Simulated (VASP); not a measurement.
# GaSb3 (Fm-3m) in VASP: further runs

The runs below take GaSb3 through single point, relaxation of cell and atoms, with PBE+D3(BJ).

Everything below comes from runs of VASP 6.6.1. Logs are shortened: lines on timing, memory, paths and dates and some standing lists are left out, and cuts for length are marked.

## Step 1: Starting point

The structure is cubic, space group Fm-3m (No. 225). The conventional cell has a = 7.296 Å, b = 7.296 Å, c = 7.296 Å, α = 90.00°, β = 90.00°, γ = 90.00°. Around Ga (site symmetry m-3m) lie 8 Sb at 3.16 Å. Around Sb (site symmetry -43m) lie 4 Ga at 3.16 Å and 4 Sb at 3.16 Å. Sb (site symmetry m-3m) has 8 Sb at 3.16 Å as nearest neighbours.

The cell comes from a database or a generator and needn't be the stable form of this composition.

## Step 2: Single point, PBE+D3(BJ)

Contents of INCAR:

```
ALGO     = Fast           # electronic algorithm
EDIFF    = 1E-6           # SCF threshold, eV
ENCUT    = 520            # plane-wave cutoff, eV
GGA      = PE             # functional
ISIF     = 2              # what is computed and relaxed
ISMEAR   = 0              # smearing method
IVDW     = 12             # dispersion correction
LASPH    = True           # aspherical terms in the spheres
LCHARG   = False          # write CHGCAR
LREAL    = False          # projectors in reciprocal space
LWAVE    = False          # write WAVECAR
NBANDS   = 22             # bands
NELM     = 100            # most SCF steps
PREC     = Accurate       # precision mode
SIGMA    = 0.15           # smearing width, eV
```

Contents of KPOINTS:

```
k-points
0
Gamma
  12 12 12
```

Contents of POSCAR:

```
GaSb3
1.0
    0.0000000000      3.6478901011      3.6478901011
    3.6478901011      0.0000000000      3.6478901011
    3.6478901011      3.6478901011      0.0000000000
Ga Sb
1 3
Direct
    0.0000000000      0.0000000000      0.0000000000
    0.2500000000      0.2500000000      0.2500000000
    0.7500000000      0.7500000000      0.7500000000
    0.5000000000      0.5000000000      0.5000000000
```

Potentials or basis: VASP PAW PBE potentials, release 64 (Ga_d, Sb).

Run with:

```
cat potpaw_PBE.64/Ga_d/POTCAR potpaw_PBE.64/Sb/POTCAR > POTCAR
mpirun -np 1 vasp_std > vasp.out
```

OUTCAR:

```text
EDIFF = 1E-6
   ENCUT = 520
   GGA = PE
   ISIF = 2
   ISMEAR = 0
   IVDW = 12
   LASPH = True
   LREAL = False
   NELM = 100
   PREC = Accurate
 IVDW          = 12

 ion  position               nearest neighbor table
   1  0.000  0.000  0.000-   3 3.16   3 3.16   3 3.16   2 3.16   3 3.16   2 3.16   2 3.16   2 3.16

   2  0.250  0.250  0.250-   1 3.16   1 3.16   1 3.16   1 3.16   4 3.16   4 3.16   4 3.16   4 3.16
                             3 3.65   3 3.65   3 3.65   3 3.65   3 3.65   3 3.65
   3  0.750  0.750  0.750-   4 3.16   4 3.16   4 3.16   1 3.16   4 3.16   1 3.16   1 3.16   1 3.16
                             2 3.65   2 3.65   2 3.65   2 3.65   2 3.65   2 3.65
   4  0.500  0.500  0.500-   2 3.16   2 3.16   2 3.16   2 3.16   3 3.16   3 3.16   3 3.16   3 3.16

  LATTYP: Found a face centered cubic cell.
 ALAT       =     7.2957802022

  Lattice vectors:

 A1 = (   0.0000000000,   3.6478901011,   3.6478901011)
 A2 = (   3.6478901011,   0.0000000000,   3.6478901011)
 A3 = (   3.6478901011,   3.6478901011,   0.0000000000)

Analysis of symmetry for initial positions (statically):
=====================================================================
 Subroutine PRICEL returns:
 Original cell was already a primitive cell.

 Routine SETGRP: Setting up the symmetry group for a
 face centered cubic supercell.

 Subroutine GETGRP returns: Found 48 space group operations
 (whereof 48 operations were pure point group operations)
 out of a pool of 48 trial point group operations.

The static configuration has the point symmetry O_h .

Analysis of symmetry for dynamics (positions and initial velocities):
=====================================================================
 Subroutine PRICEL returns:
 Original cell was already a primitive cell.

 Routine SETGRP: Setting up the symmetry group for a
 face centered cubic supercell.

 Subroutine GETGRP returns: Found 48 space group operations
 (whereof 48 operations were pure point group operations)
 out of a pool of 48 trial point group operations.

The dynamic configuration has the point symmetry O_h .

 Subroutine INISYM returns: Found 48 space group operations
 (whereof 48 operations are pure point group operations),
 and found     1 'primitive' translations

----------------------------------------------------------------------------------------

                                     Primitive cell

  volume of cell :      97.0857

  direct lattice vectors                    reciprocal lattice vectors
     0.000000000  3.647890101  3.647890101    -0.137065533  0.137065533  0.137065533
     3.647890101  0.000000000  3.647890101     0.137065533 -0.137065533  0.137065533
     3.647890101  3.647890101  0.000000000     0.137065533  0.137065533 -0.137065533

  length of vectors
     5.158895655  5.158895655  5.158895655     0.237404467  0.237404467  0.237404467

  position of ions in fractional coordinates (direct lattice)
     0.000000000  0.000000000  0.000000000
     0.250000000  0.250000000  0.250000000
     0.750000000  0.750000000  0.750000000
     0.500000000  0.500000000  0.500000000

  ion indices of the primitive-cell ions
   primitive index   ion index
                 1           1
                 2           2
                 3           3
                 4           4

----------------------------------------------------------------------------------------

 KPOINTS: k-points

Automatic generation of k-mesh.
 Grid dimensions read from file:
 generate k-points for:   12   12   12

 Generating k-lattice:

  Cartesian coordinates                     Fractional coordinates (reciprocal lattice)
    -0.011422128  0.011422128  0.011422128     0.083333333  0.000000000  0.000000000
     0.011422128 -0.011422128  0.011422128     0.000000000  0.083333333  0.000000000
     0.011422128  0.011422128 -0.011422128     0.000000000  0.000000000  0.083333333

  Length of vectors
     0.019783706  0.019783706  0.019783706

  Shift w.r.t. Gamma in fractional coordinates (k-lattice)
     0.000000000  0.000000000  0.000000000

 Subroutine IBZKPT returns following result:
 ===========================================

 Found     72 irreducible k-points:

 Following reciprocal coordinates:
            Coordinates               Weight
  0.000000  0.000000  0.000000      1.000000
  0.083333  0.000000  0.000000      8.000000
  0.166667  0.000000  0.000000      8.000000
  0.250000  0.000000  0.000000      8.000000
  0.333333  0.000000  0.000000      8.000000
  0.416667  0.000000  0.000000      8.000000
[... 16 lines left out ...]
  0.500000  0.166667  0.000000     24.000000
 -0.416667  0.166667  0.000000     24.000000
 [... further k-points ...]
   k-points           NKPTS =     72   k-points in BZ     NKDIM =     72   number of bands    NBANDS=     22
   number of dos      NEDOS =    301   number of ions     NIONS =      4
   total plane-waves  NPLWV =  64000
   dimension x,y,z NGX =    40 NGY =   40 NGZ =   40
   dimension x,y,z NGXF=    80 NGYF=   80 NGZF=   80
   ions per type =               1   3
   NGX,Y,Z   is equivalent  to a cutoff of  12.89, 12.89, 12.89 a.u.
   NGXF,Y,Z  is equivalent  to a cutoff of  25.78, 25.78, 25.78 a.u.
 SYSTEM =  unknown system
   PREC   = accura    normal or accurate (medium, high low for compatibility)
   ISTART =      0    job   : 0-new  1-cont  2-samecut
   ICHARG =      2    charge: 1-file 2-atom 10-const
   ISPIN  =      1    spin polarized calculation?
   LNONCOLLINEAR =      F non collinear calculations
   LSORBIT =      F    spin-orbit coupling
   LASPH  =      T    aspherical Exc in radial PAW
   ENCUT  =  520.0 eV  38.22 Ry    6.18 a.u.   9.59  9.59  9.59*2*pi/ulx,y,z
   NELM   =    100;   NELMIN=  2; NELMDL= -5     # of ELM steps
   EDIFF  = 0.1E-05   stopping-criterion for ELM
   LREAL  =      F    real-space projection
   EDIFFG = 0.1E-04   stopping-criterion for IOM
   NSW    =      0    number of steps for IOM
   IBRION =     -1    ionic relax: 0-MD 1-quasi-New 2-CG
   NFREE  =      0    steps in history (QN), initial steepest desc. (CG)
   ISIF   =      2    stress and relaxation
   ISYM   =      2    0-nonsym 1-usesym 2-fastsym
   POTIM  = 0.5000    time-step for ionic-motion
   TEBEG  =    0.0;   TEEND  =   0.0 temperature during run
   PSTRESS=    0.0 pullay stress
   NELECT =      28.0000    total number of electrons
   NUPDOWN=      -1.0000    fix difference up-down
   EMIN   =  10.00;   EMAX   =-10.00  energy-range for DOS
   EFERMI =   0.00;   METHOD = LEGACY
   ISMEAR =     0;   SIGMA  =   0.15  broadening in eV -4-tet -1-fermi 0-gaus
   EFERMI_NEDOS =   21; number of points for ismear=-14 and -15
   IALGO  =     68    algorithm
   IMIX   =      4    mixing-type and parameters
     AMIX     =   0.40;   BMIX     =  1.00
     AMIX_MAG =   1.60;   BMIX_MAG =  1.00
  volume/ion in A,a.u.               =      24.27       163.79
  Fermi-wavevector in a.u.,A,eV,Ry     =   1.081623  2.043970 15.917558  1.169908
  Thomas-Fermi vector in A             =   2.217644
   LORBIT       =      0    0 simple, 1 ext, 2 COOP (PROOUT), +10 PAW based schemes
   GGA     = PE    functional components
   LHFCALC =     F    Hartree Fock is set to
   AEXX    =    0.0000 exact exchange contribution
   IVDW    =    12    specifies the selected vdW correction
   LEPSILON=     F    determine dielectric tensor
   LRPA    =     F    only Hartree local field effects (RPA)
 non-spin polarized calculation
 RMM-DIIS sequential band-by-band and
 Gauss-broadening in eV      SIGMA  =   0.15
  energy-cutoff  :      520.00
  volume of cell :       97.09
 maximum number of plane-waves:      2685
   NGX = 19   NGY = 19   NGZ = 19

 number of electron      27.9999992 magnetization

 Free energy of the ion-electron system (eV)
  ---------------------------------------------------
  ext. energy  EPLUGINS =         0.00000000
  ---------------------------------------------------
  free energy    TOTEN  =       -14.48924669 eV

  energy without entropy =      -14.46476679  energy(sigma->0) =      -14.47700674

 E-fermi :   8.2571     XC(G=0): -10.4915

 val. band max:        8.2419220675   @ k =   0.4167   0.2500   0.0000
 cond. band min:       8.2807392430   @ k =  -0.4167   0.3333   0.1667
 fundamental gap:      0.0388171754
 Fermi energy:         8.2571034937

 k-point     1 :       0.0000    0.0000    0.0000
  band No.  band energies     occupation
      1      -6.5600      2.00000
      2      -6.5600      2.00000
      3      -6.5600      2.00000
      4      -6.5441      2.00000
      5      -6.5441      2.00000
      6      -4.6659      2.00000
[... 14 lines left out ...]
     21      15.5838      0.00000
     22      15.5838      0.00000

 k-point     2 :       0.0833    0.0000    0.0000
  band No.  band energies     occupation
      1      -6.5605      2.00000
      2      -6.5598      2.00000
      3      -6.5598      2.00000
      4      -6.5442      2.00000
      5      -6.5442      2.00000
      6      -4.6088      2.00000
[... 14 lines left out ...]
     21      15.0295      0.00000
     22      15.4461      0.00000

 k-point     3 :       0.1667    0.0000    0.0000
  band No.  band energies     occupation
      1      -6.5617      2.00000
      2      -6.5593      2.00000
      3      -6.5593      2.00000
      4      -6.5443      2.00000
      5      -6.5443      2.00000
      6      -4.4380      2.00000
[... 14 lines left out ...]
     21      13.8227      0.00000
     22      14.9762      0.00000
[... 476 lines left out ...]
 k-point    23 :       0.5000    0.1667    0.0000
  band No.  band energies     occupation
      1      -6.5664      2.00000
      2      -6.5588      2.00000
      3      -6.5564      2.00000
      4      -6.5465      2.00000
      5      -6.5444      2.00000
      6      -2.9673      2.00000
[... 14 lines left out ...]
     21      13.6146      0.00000
     22      15.4481      0.00000

 k-point    24 :      -0.4167    0.1667    0.0000
  band No.  band energies     occupation
      1      -6.5661      2.00000
      2      -6.5592      2.00000
      3      -6.5565      2.00000
      4      -6.5461      2.00000
      5      -6.5448      2.00000
      6      -2.8504      2.00000
[... 14 lines left out ...]
     21      13.6014      0.00000
     22      16.5347      0.00000

 [... further k-points ...]

------------------------ aborting loop because EDIFF is reached ----------------------------------------

 Edisp (eV)   -1.91743

 E8    (eV) :    -0.8850

  FORCE on cell =-STRESS in cart. coord.  units (eV):
  Direction    XX          YY          ZZ          XY          YZ          ZX
  --------------------------------------------------------------------------------------
  -------------------------------------------------------------------------------------
  Total       0.18201     0.18201     0.18201     0.00000    -0.00000     0.00000
  in kB       3.00358     3.00358     3.00358     0.00000    -0.00000     0.00000
  external pressure =        3.00 kB  Pullay stress =        0.00 kB

 VOLUME and BASIS-vectors are now :
 -----------------------------------------------------------------------------
  energy-cutoff  :      520.00
  volume of cell :       97.09
      direct lattice vectors                 reciprocal lattice vectors
     0.000000000  3.647890101  3.647890101    -0.137065533  0.137065533  0.137065533
     3.647890101  0.000000000  3.647890101     0.137065533 -0.137065533  0.137065533
     3.647890101  3.647890101  0.000000000     0.137065533  0.137065533 -0.137065533

 POSITION                                       TOTAL-FORCE (eV/Angst)
 -----------------------------------------------------------------------------------
      0.00000      0.00000      0.00000        -0.000000     -0.000000     -0.000000
      1.82395      1.82395      1.82395        -0.000000      0.000000      0.000000
      5.47184      5.47184      5.47184         0.000000      0.000000      0.000000
      3.64789      3.64789      3.64789        -0.000000     -0.000000     -0.000000
 -----------------------------------------------------------------------------------
    total drift:                               -0.000000      0.000000      0.000000

  FREE ENERGIE OF THE ION-ELECTRON SYSTEM (eV)
  ---------------------------------------------------
  free  energy   TOTEN  =       -16.4066800130 eV

  energy  without entropy=      -16.3822001061  energy(sigma->0) =      -16.39444006
```

It took 65 s on 1 thread of Intel Xeon 6975P-C (Granite Rapids), shared host; peak memory 0.34 GiB.

Results:

```
Free energy                : -16.4067 eV
Pressure                   : 0.3 GPa
Band gap on the k mesh     : none (metal or under the smearing width)
Dispersion energy per atom : -0.479 eV
```

Levels at points of the mesh, in eV from the Fermi level:
```csv
k point,band 11,band 12,band 13,band 14,band 15,band 16,band 17,band 18
"(0.00, 0.00, 0.00)",-2.74,-2.74,-2.56,-2.56,-2.56,-0.78,-0.78,-0.78
"(0.50, 0.00, 0.00)",-3.78,-2.81,-2.81,-0.21,0.14,2.19,2.19,3.04
"(0.50, 0.50, 0.00)",-5.52,0.90,1.17,1.17,1.26,2.02,2.02,2.27
```

Caveat: pairwise dispersion overbinds metals, which lowers pressure and volume.

## Step 3: Single point, PBE+D3(BJ)

Contents of INCAR:

```
SYSTEM = GaSb3
PREC = Accurate
ENCUT = 520
EDIFF = 1E-6
ISMEAR = 0
SIGMA = 0.15
LREAL = .False.
LASPH = .True.
NELM = 100
ALGO = Fast
ISIF = 2
LWAVE = .False.
LCHARG = .False.
GGA = PE
IVDW = 12
NBANDS = 22
```

Contents of KPOINTS:

```
regular mesh
0
Gamma
  12 12 12
  0 0 0
```

POSCAR is that of step 2.

Potentials or basis: VASP PAW PBE potentials, release 64 (Ga_d, Sb).

Run with:

```
cat potpaw_PBE.64/Ga_d/POTCAR potpaw_PBE.64/Sb/POTCAR > POTCAR
mpirun -np 1 vasp_std > vasp.out
```

It took 60 s on 1 thread of Intel Xeon 6975P-C (Granite Rapids), shared host; peak memory 0.34 GiB.

It converged, with:

- Free energy: -16.4067 eV
- Pressure: 0.3 GPa
- Band gap on the k mesh: none (metal or under the smearing width)
- Dispersion energy per atom: -0.479 eV

Levels at points of the mesh, in eV from the Fermi level:
| k point | band 12 | band 13 | band 14 | band 15 | band 16 | band 17 |
| --- | --- | --- | --- | --- | --- | --- |
| (0.00, 0.00, 0.00) | -2.74 | -2.56 | -2.56 | -2.56 | -0.78 | -0.78 |
| (0.50, 0.00, 0.00) | -2.81 | -2.81 | -0.21 | 0.14 | 2.19 | 2.19 |
| (0.50, 0.50, 0.00) | 0.90 | 1.17 | 1.17 | 1.26 | 2.02 | 2.02 |

Caveat: pairwise dispersion overbinds metals, which lowers pressure and volume.

## Step 4: Single point, PBE+D3(BJ)

Contents of INCAR:

```
SYSTEM = GaSb3
  PREC = Accurate
  ENCUT = 520
  EDIFF = 1E-7
  ISMEAR = 0
  SIGMA = 0.1
  LREAL = .False.
  LASPH = .True.
  NELM = 100
  ALGO = Fast
  ISIF = 2
  LWAVE = .False.
  LCHARG = .True.
  GGA = PE
  IVDW = 12
  LELF = .True.
  LVHAR = .True.
  NBANDS = 22
```

Contents of KPOINTS:

```
Automatic mesh
0
Gamma
  10 10 10
  0 0 0
```

POSCAR is that of step 3.

Run with:

```
cat potpaw_PBE.64/Ga_d/POTCAR potpaw_PBE.64/Sb/POTCAR > POTCAR
mpirun -np 1 vasp_std > vasp.out
```

Run time: 52 s. Hardware: 1 thread of Intel Xeon 6975P-C (Granite Rapids), shared host; peak memory 0.3 GiB.

It converged, with:

```yaml
Free_energy: -16.4211 eV
Pressure: -0.1 GPa
Band_gap_on_the_k_mesh: none (metal or under the smearing width)
Dispersion_energy_per_atom: -0.479 eV
```

Levels at points of the mesh, in eV from the Fermi level:
| k point | band 12 | band 13 | band 14 | band 15 | band 16 | band 17 |
| --- | --- | --- | --- | --- | --- | --- |
| (0.00, 0.00, 0.00) | -2.75 | -2.55 | -2.55 | -2.55 | -0.78 | -0.78 |
| (0.50, 0.00, 0.00) | -2.81 | -2.81 | -0.20 | 0.14 | 2.19 | 2.19 |
| (0.50, 0.50, 0.00) | 0.91 | 1.17 | 1.17 | 1.26 | 2.03 | 2.03 |

Caveat: pairwise dispersion overbinds metals, which lowers pressure and volume. Spin-orbit coupling is left out, which matters for the levels of Sb.

## Step 5: Relaxation of cell and atoms, PBE+D3(BJ)

This run uses another cell than the first one, of 25.96 Å³/atom, 1.070 times its volume.

Contents of INCAR:

```
ALGO = Fast
EDIFF = 1E-6
EDIFFG = -0.005
ENCUT = 600
GGA = PE
IBRION = 2
ISIF = 3
ISMEAR = 0
IVDW = 12
LASPH = T
LCHARG = F
LREAL = F
LWAVE = F
NELM = 100
NSW = 100
PREC = Accurate
SIGMA = 0.1
```

Contents of KPOINTS:

```
k-points
0
Gamma
  10 10 10
```

Contents of POSCAR:

```
GaSb3
1.0
    0.0000000000      3.7305950000      3.7305950000
    3.7305950000      0.0000000000      3.7305950000
    3.7305950000      3.7305950000      0.0000000000
Ga Sb
1 3
Direct
    0.0000000000      0.0000000000      0.0000000000
    0.2500000000      0.2500000000      0.2500000000
    0.7500000000      0.7500000000      0.7500000000
    0.5000000000      0.5000000000      0.5000000000
```

Run with:

```
cat potpaw_PBE.64/Ga_d/POTCAR potpaw_PBE.64/Sb/POTCAR > POTCAR
mpirun -np 1 vasp_std > vasp.out
```

Run time: 1.9 min. Hardware: 1 thread of Intel Xeon 6975P-C (Granite Rapids), shared host; peak memory 0.34 GiB.

It converged, with:

```
Free energy                            : -16.4216 eV
Relaxed volume                         : 24.24 Å³/atom
Relaxed cell                           : a = 5.157 Å, b = 5.157 Å, c = 5.157 Å, α = 60.00°, β = 60.00°, γ = 60.00°
Space group after relaxing (to 0.05 Å) : Fm-3m (No. 225)
Energy gained by relaxing              : 20.5 meV/atom
Ionic steps                            : 3
Pressure after relaxing                : 0.0 GPa
Dispersion energy per atom             : -0.480 eV
```

Step by step:
| step | energy change (eV) | largest force (eV/Å) | pressure (GPa) | volume (Å³) |
| --- | --- | --- | --- | --- |
| 1 | 0.0000 | 0.0000 | -3.58 | 103.84 |
| 2 | -0.0767 | 0.0000 | 1.10 | 95.37 |
| 3 | -0.0819 | 0.0000 | 0.00 | 96.98 |

Final structure:
```yaml
crystal:
  lattice:
    - [0.00000, 3.64654, 3.64654]
    - [3.64654, 0.00000, 3.64654]
    - [3.64654, 3.64654, 0.00000]
  atoms:
    - { symbol: Ga, position: [0.00000, 0.00000, 0.00000] }
    - { symbol: Sb, position: [0.25000, 0.25000, 0.25000] }
    - { symbol: Sb, position: [0.75000, 0.75000, 0.75000] }
    - { symbol: Sb, position: [0.50000, 0.50000, 0.50000] }
```

Levels at points of the mesh, in eV from the Fermi level:
```csv
k point,band 10,band 11,band 12,band 13,band 14,band 15,band 16,band 17,band 18
"(0.00, 0.00, 0.00)",-2.75,-2.75,-2.75,-2.55,-2.55,-2.55,-0.78,-0.78,-0.78
"(0.50, 0.00, 0.00)",-3.77,-3.77,-2.82,-2.82,-0.20,0.14,2.20,2.20,3.04
"(0.50, 0.50, 0.00)",-5.52,-5.52,0.91,1.17,1.17,1.27,2.04,2.04,2.27
```

Caveat: the bands computed are all filled at some k points, so no gap is given. The run has no spin-orbit coupling, so splittings on Sb are missing.

## Step 6: Overview

| task | cell | k mesh | cutoff (eV) | smearing | gap on the mesh (eV) | pressure (GPa) |
| --- | --- | --- | --- | --- | --- | --- |
| single point | Fm-3m, 24.27 Å³/atom | 12 × 12 × 12 | 520 | gaussian 0.15 eV | none | 0.3 |
| single point | Fm-3m, 24.27 Å³/atom | 10 × 10 × 10 | 520 | gaussian 0.1 eV | none | -0.1 |
| relaxation of cell and atoms | relaxed | 10 × 10 × 10 | 600 | gaussian 0.1 eV | - | 0.0 |

Alike in all rows: level PBE+D3(BJ); potentials or basis VASP PAW PBE potentials, release 64 (Ga_d, Sb); no spin polarisation.

Caveats: pairwise dispersion overbinds metals, which lowers pressure and volume (some runs); the bands computed are all filled at some k points, so no gap is given (some runs).

Absolute energies hang on the potentials; compare differences alone.
